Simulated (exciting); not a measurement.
A run of exciting (release sodium) is set up as follows.

Contents of input.xml:

```xml
<input>
  <title>HgTe</title>
  <structure speciespath="./" tshift="false">
    <crystal scale="8.5906751133">
      <basevect>0.000000000000 0.707106781189 0.707106781189</basevect>
      <basevect>0.707106781189 0.000000000000 0.707106781189</basevect>
      <basevect>0.707106781189 0.707106781189 0.000000000000</basevect>
    </crystal>
    <species speciesfile="Hg.xml" rmt="2.3">
      <atom coord="0.000000000000 0.000000000000 0.000000000000"/>
    </species>
    <species speciesfile="Te.xml" rmt="2.3">
      <atom coord="0.750000000000 0.750000000000 0.750000000000"/>
    </species>
  </structure>
  <groundstate do="fromscratch" ngridk="7 7 7" rgkmax="8" gmaxvr="14" lmaxapw="10" lmaxmat="10" lmaxvr="8" stype="Fermi Dirac" swidth="0.00367493" nempty="10" ValenceRelativity="iora*" epsengy="1e-05" epspot="1e-05" maxscl="60" outputlevel="low">
    <libxc exchange="XC_GGA_X_APBE" correlation="XC_GGA_C_APBE"/>
  </groundstate>
  <properties>
    <bandstructure>
      <plot1d>
        <path steps="120">
          <point coord="0 0 0" label="G"/>
          <point coord="0.5 0 0.5" label="X"/>
          <point coord="0.5 0.25 0.75" label="W"/>
          <point coord="0.375 0.375 0.75" label="K"/>
          <point coord="0 0 0" label="G"/>
          <point coord="0.5 0.5 0.5" label="L"/>
          <point coord="0.625 0.25 0.625" label="U"/>
          <point coord="0.5 0.25 0.75" label="W"/>
          <point coord="0.5 0.5 0.5" label="L"/>
          <point coord="0.375 0.375 0.75" label="K" breakafter="true"/>
          <point coord="0.625 0.25 0.625" label="U"/>
          <point coord="0.5 0 0.5" label="X"/>
        </path>
      </plot1d>
    </bandstructure>
    <dos nwdos="300" winddos="-0.6 0.5" inttype="tetra" ngrdos="100" nsmdos="1" lmirep="true"/>
  </properties>
</input>
```

Potentials or basis: all-electron LAPW+lo, shipped species files, valence relativity iora*.

The run is started by

```sh
$ OMP_NUM_THREADS=1 exciting_smp
```

**Question.** What does it give for the density of states at the Fermi level?

**Answer.** 0.06 states/eV per cell.

**Question.** Estimate the band gap on the k mesh.

**Answer.** None (metal or under the smearing width).

Levels at the corners of the path, in eV from the Fermi level:
```csv
point,band 13,band 14,band 15,band 16,band 17,band 18,band 19,band 20,band 21,band 22
Γ,-7.06,-7.06,-0.82,-0.15,-0.15,-0.15,4.08,4.08,4.08,6.40
X,-6.99,-6.58,-5.67,-2.48,-2.48,1.78,2.37,8.17,8.82,8.82
W,-7.09,-6.40,-5.77,-2.88,-2.75,3.01,4.53,5.19,6.08,9.48
K,-7.03,-6.49,-5.70,-3.13,-2.08,2.13,3.91,6.96,7.10,7.65
Γ,-7.06,-7.06,-0.82,-0.15,-0.15,-0.15,4.08,4.08,4.08,6.40
L,-7.03,-6.74,-5.73,-1.16,-1.16,0.58,4.92,4.92,6.77,7.84
U,-7.03,-6.49,-5.70,-3.13,-2.08,2.13,3.91,6.96,7.10,7.65
W,-7.09,-6.40,-5.77,-2.88,-2.75,3.01,4.53,5.19,6.08,9.48
L,-7.03,-6.74,-5.73,-1.16,-1.16,0.58,4.92,4.92,6.77,7.84
K,-7.03,-6.49,-5.70,-3.13,-2.08,2.13,3.91,6.96,7.10,7.65
U,-7.03,-6.49,-5.70,-3.13,-2.08,2.13,3.91,6.96,7.10,7.65
X,-6.99,-6.58,-5.67,-2.48,-2.48,1.78,2.37,8.17,8.82,8.82
```

Caveat: the tetrahedron DOS on this energy grid can lose part of the weight of narrow d or f bands; spin-orbit coupling is left out, which moves the levels of the heavy elements.
